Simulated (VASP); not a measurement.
Here is a VASP 6.6.1 calculation.

Contents of INCAR:

```
PREC = Accurate ; ENCUT = 600
EDIFF = 1E-6 ; ISMEAR = -1
SIGMA = 0.05 ; LREAL = F
LASPH = T ; NELM = 60
ALGO = Normal ; ISIF = 3
LWAVE = F ; LCHARG = F
GGA = RE ; LUSE_VDW = T
AGGAC = 0.0 ; IBRION = 2
NSW = 60 ; EDIFFG = -0.005
```

The input KPOINTS:

```
regular mesh
0
Gamma
  8 8 8
```

POSCAR

```
GaAs
1.0
    0.0000000000      2.8268500000      2.8268500000
    2.8268500000      0.0000000000      2.8268500000
    2.8268500000      2.8268500000      0.0000000000
As Ga
1 1
Direct
    0.7500000000      0.7500000000      0.7500000000
    0.0000000000      0.0000000000      0.0000000000
```

Potentials or basis: VASP PAW PBE potentials, release 64 (As, Ga_d).

Run with:

```sh
$ cat potpaw_PBE.64/As/POTCAR potpaw_PBE.64/Ga_d/POTCAR > POTCAR
$ mpirun -np 1 vasp_std > vasp.out
```

(1) What does it give for the band gap on the k mesh?

(2) What does it give for the relaxed volume?

(3) Estimate the space group after relaxing (to 0.05 Å).

(4) What does it give for the relaxed cell?

Results:

(1) none (metal or under the smearing width).

(2) 24.96 Å³/atom.

(3) F-43m (No. 216).

(4) a = 4.133 Å, b = 4.133 Å, c = 4.133 Å, α = 60.00°, β = 60.00°, γ = 60.00°.

Caveat: the PAW data sets were made with another functional, which shifts forces and pressure a little; the volume moved by +10 % from the deposited cell, more than functionals usually miss; this crystal is a semiconductor, whose small gap the functional closes, so the metal is an error of the method.
